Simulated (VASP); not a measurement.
# KCl (Fm-3m) in VASP: further runs, part 2 of 2

VASP 6.6.1.

### Step 4. Relaxation of cell and atoms, PBEsol+D3(BJ), target pressure 1.2 GPa, at which the enthalpy is minimised

This run uses another cell than the first one, of 27.49 Å³/atom, 1.027 times its volume.

INCAR reads:

```
PREC = Accurate
ENCUT = 520
EDIFF = 1E-7
ISMEAR = 0
SIGMA = 0.1
LREAL = F
LASPH = T
NELM = 60
ALGO = Normal
ISIF = 3
LWAVE = F
LCHARG = F
GGA = PS
IVDW = 12
IBRION = 2
NSW = 80
EDIFFG = -0.002
PSTRESS = 12.0
```

KPOINTS reads:

```
Automatic mesh
0
Gamma
  12 12 12
```

POSCAR reads:

```
KCl                                     
1.0
    0.0000000000      3.0180497646      3.0180497646
    3.0180497646      0.0000000000      3.0180497646
    3.0180497646      3.0180497646      0.0000000000
  K               Cl            
     1     1
Direct
     0.0000000000000000    0.0000000000000000    0.0000000000000000
     0.5000000000000000    0.5000000000000000    0.5000000000000000
```

Potentials or basis: VASP PAW PBE potentials, release 64 (K_sv, Cl).

Started as:

```console
> cat potpaw_PBE.64/K_sv/POTCAR potpaw_PBE.64/Cl/POTCAR > POTCAR
> mpirun -np 1 vasp_std > vasp.out
```

OUTCAR:

```text
PREC = Accurate
   ENCUT = 520
   EDIFF = 1E-7
   ISMEAR = 0
   LREAL = F
   LASPH = T
   NELM = 60
   ISIF = 3
   GGA = PS
   IVDW = 12
   IBRION = 2
   NSW = 80
   EDIFFG = -0.002
   PSTRESS = 12.0
 IVDW          = 12

 ion  position               nearest neighbor table
   1  0.000  0.000  0.000-   2 3.02   2 3.02   2 3.02   2 3.02   2 3.02   2 3.02
   2  0.500  0.500  0.500-   1 3.02   1 3.02   1 3.02   1 3.02   1 3.02   1 3.02

  LATTYP: Found a face centered cubic cell.
 ALAT       =     6.0360995292

  Lattice vectors:

 A1 = (   0.0000000000,   3.0180497646,   3.0180497646)
 A2 = (   3.0180497646,   0.0000000000,   3.0180497646)
 A3 = (   3.0180497646,   3.0180497646,   0.0000000000)

Analysis of symmetry for initial positions (statically):
=====================================================================
 Subroutine PRICEL returns:
 Original cell was already a primitive cell.

 Routine SETGRP: Setting up the symmetry group for a
 face centered cubic supercell.

 Subroutine GETGRP returns: Found 48 space group operations
 (whereof 48 operations were pure point group operations)
 out of a pool of 48 trial point group operations.

The static configuration has the point symmetry O_h .

Analysis of symmetry for dynamics (positions and initial velocities):
=====================================================================
 Subroutine PRICEL returns:
 Original cell was already a primitive cell.

 Routine SETGRP: Setting up the symmetry group for a
 face centered cubic supercell.

 Subroutine GETGRP returns: Found 48 space group operations
 (whereof 48 operations were pure point group operations)
 out of a pool of 48 trial point group operations.

The dynamic configuration has the point symmetry O_h .

 Subroutine INISYM returns: Found 48 space group operations
 (whereof 48 operations are pure point group operations),
 and found     1 'primitive' translations

----------------------------------------------------------------------------------------

[... 126 lines left out ...]
  energy-cutoff  :      520.00
  volume of cell :       54.98
 maximum number of plane-waves:      1492
   NGX = 15   NGY = 15   NGZ = 15

 number of electron      16.0000000 magnetization

 Free energy of the ion-electron system (eV)
  ---------------------------------------------------
  ext. energy  EPLUGINS =         0.00000000
  ---------------------------------------------------
  free energy    TOTEN  =        -6.97918126 eV

  energy without entropy =       -6.97918126  energy(sigma->0) =       -6.97918126

 E-fermi :  -0.9556     XC(G=0):  -8.2737

 val. band max:       -1.3621122739   @ k =   0.0000   0.0000   0.0000
 cond. band min:       4.0878526813   @ k =   0.0000   0.0000   0.0000
 fundamental gap:      5.4499649551
 Fermi energy:        -0.9555878618

 k-point     1 :       0.0000    0.0000    0.0000
  band No.  band energies     occupation
      1     -28.1276      2.00000
      2     -13.6153      2.00000
      3     -11.6564      2.00000
      4     -11.6564      2.00000
      5     -11.6564      2.00000
      6      -1.3621      2.00000
      7      -1.3621      2.00000
      8      -1.3621      2.00000
      9       4.0879      0.00000
     10       6.9466      0.00000
     11       6.9466      0.00000
     12       6.9466      0.00000
[... 331 lines left out ...]
 k-point    24 :      -0.4167    0.1667    0.0000
  band No.  band energies     occupation
      1     -28.1044      2.00000
      2     -13.7926      2.00000
      3     -11.7294      2.00000
      4     -11.6805      2.00000
      5     -11.4103      2.00000
      6      -2.5191      2.00000
      7      -1.8445      2.00000
      8      -1.8053      2.00000
      9       6.5441      0.00000
     10       7.3452      0.00000
     11       9.1585      0.00000
     12       9.3326      0.00000

 [... further k-points ...]

------------------------ aborting loop because EDIFF is reached ----------------------------------------

 Edisp (eV)   -0.42672

 E8    (eV) :    -0.2896

  FORCE on cell =-STRESS in cart. coord.  units (eV):
  Direction    XX          YY          ZZ          XY          YZ          ZX
  --------------------------------------------------------------------------------------
  -------------------------------------------------------------------------------------
  Total       0.41312     0.41312     0.41312     0.00000     0.00000     0.00000
  in kB      12.03853    12.03853    12.03853     0.00000     0.00000     0.00000
  external pressure =        0.04 kB  Pullay stress =       12.00 kB

 VOLUME and BASIS-vectors are now :
 -----------------------------------------------------------------------------
  energy-cutoff  :      520.00
  volume of cell :       54.98
      direct lattice vectors                 reciprocal lattice vectors
     0.000000000  3.018049765  3.018049765    -0.165669899  0.165669899  0.165669899
     3.018049765  0.000000000  3.018049765     0.165669899 -0.165669899  0.165669899
     3.018049765  3.018049765  0.000000000     0.165669899  0.165669899 -0.165669899

 POSITION                                       TOTAL-FORCE (eV/Angst)
 -----------------------------------------------------------------------------------
      0.00000      0.00000      0.00000        -0.000000     -0.000000     -0.000000
      3.01805      3.01805      3.01805         0.000000      0.000000      0.000000
 -----------------------------------------------------------------------------------
    total drift:                                0.000000     -0.000000     -0.000000

  FREE ENERGIE OF THE ION-ELECTRON SYSTEM (eV)
  ---------------------------------------------------
  free  energy   TOTEN  =        -7.4058996804 eV

  energy  without entropy=       -7.4058996803  energy(sigma->0) =       -7.40589968

  enthalpy is  TOTEN    =        -6.9941058372 eV   P V=        0.4117938431

 reached required accuracy - stopping structural energy minimisation
```

OSZICAR:

```text
N       E                     dE             d eps       ncg     rms          rms(c)
DAV:   1     0.108190849630E+03    0.10819E+03   -0.74277E+03  1728   0.122E+03
DAV:   2    -0.681280650199E+00   -0.10887E+03   -0.10114E+03  2228   0.281E+02
DAV:   3    -0.699494670705E+01   -0.63137E+01   -0.62739E+01  2220   0.633E+01
DAV:   4    -0.720549027197E+01   -0.21054E+00   -0.21032E+00  2928   0.108E+01
DAV:   5    -0.720756411812E+01   -0.20738E-02   -0.20737E-02  2244   0.105E+00    0.406E+00
DAV:   6    -0.698218488732E+01    0.22538E+00   -0.42759E-01  2100   0.407E+00    0.328E+00
DAV:   7    -0.697001944632E+01    0.12165E-01   -0.10814E-01  2264   0.219E+00    0.180E+00
DAV:   8    -0.697839041722E+01   -0.83710E-02   -0.16177E-02  2428   0.116E+00    0.200E-01
DAV:   9    -0.697870092961E+01   -0.31051E-03   -0.63763E-04  2332   0.173E-01    0.916E-02
DAV:  10    -0.697917104443E+01   -0.47011E-03   -0.46154E-04  2060   0.168E-01    0.149E-02
DAV:  11    -0.697917881893E+01   -0.77745E-05   -0.11988E-05  2368   0.263E-02    0.986E-03
DAV:  12    -0.697918128613E+01   -0.24672E-05   -0.43037E-06  2128   0.159E-02    0.361E-03
DAV:  13    -0.697918125693E+01    0.29199E-07   -0.40290E-07  2276   0.536E-03
   1 F= -.69941058E+01 E0= -.69941058E+01  d E =-.699411E+01
```

Wall time 18 s (1 thread of Intel Xeon Platinum 8488C (Sapphire Rapids), shared host); peak memory 0.21 GiB.

What came out:

| Property | Result |
| --- | --- |
| Free energy | -7.4059 eV |
| Pressure after relaxing | 1.2 GPa |
| Band gap on the k mesh | 5.45 eV, direct |
| Dispersion energy per atom | -0.213 eV |

Final structure:
```
K Cl
1.0
     0.00000    3.01805    3.01805
     3.01805    0.00000    3.01805
     3.01805    3.01805    0.00000
K Cl
1 1
Direct
  0.00000 0.00000 0.00000
  0.50000 0.50000 0.50000
```

Caveat: the relaxation stopped at its first step, so nothing moved; the cell is relaxed towards a set pressure, so the enthalpy falls and the energy may rise; the PAW data sets were made with another functional, which shifts forces and pressure a little.
